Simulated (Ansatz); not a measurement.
# HfSiO₄: field gradients against cell size

Reference cell: a structure deposited in the COD, its atoms then relaxed with PBE in this cell.

Space group I4_1/amd:1 (No. 141); a = 6.5725, c = 5.9632 Å.

| site | Wyckoff | site symmetry | x | y | z |
| --- | --- | --- | --- | --- | --- |
| Hf | 4a | -4m2 | 0.0000 | 0.5000 | 0.2500 |
| Si | 4b | -4m2 | 0.5000 | 0.0000 | 0.2500 |
| O | 16h | .m. | 0.5000 | 0.3147 | 0.8193 |

One atom of each set is listed; the run and its k-mesh use a cell of 12 atoms with edges of 5.52, 5.52, 5.52 Å.

Method: Kohn–Sham DFT in Ansatz, PBE, plane waves and PAW (field gradients read without the response of the frozen cores, which leaves them typically 4 to 6 % off), scalar-relativistic, 420 eV cutoff, Γ-centred 5×5×5 k-points, Fermi–Dirac smearing 0.02 eV.

The cell is scaled uniformly, and the ions keep their fractional positions.

Q: How do the gradients (10²¹ V/m²) respond?

A: 

```
V/V₀   Hf V_zz (η)   Si V_zz (η)   O V_zz (η)
0.98  14.47 (0.00)  -2.05 (0.00)  4.69 (0.85)
1.00  13.77 (0.00)  -1.98 (0.00)  4.96 (0.85)
1.06  11.82 (0.00)  -1.80 (0.00)  5.71 (0.85)
```

Logarithmic slopes d ln|V_zz|/d ln V over the series: Hf -2.6, Si -1.7, O 2.5. Point charges on a uniformly scaled lattice would give −1; charge that moves in the bonds makes the difference.

The atoms aren't relaxed in the scaled cells (forces up to 0.44 eV/Å): every bond scales with the cell, where a real crystal would keep its stiff bonds nearly fixed.

At this cell the PBE pressure is 7 GPa, so with PBE the cell would grow if it were relaxed. Without spin–orbit coupling the gradients at and beside Hf can be off by some per cent, at some sites by more.
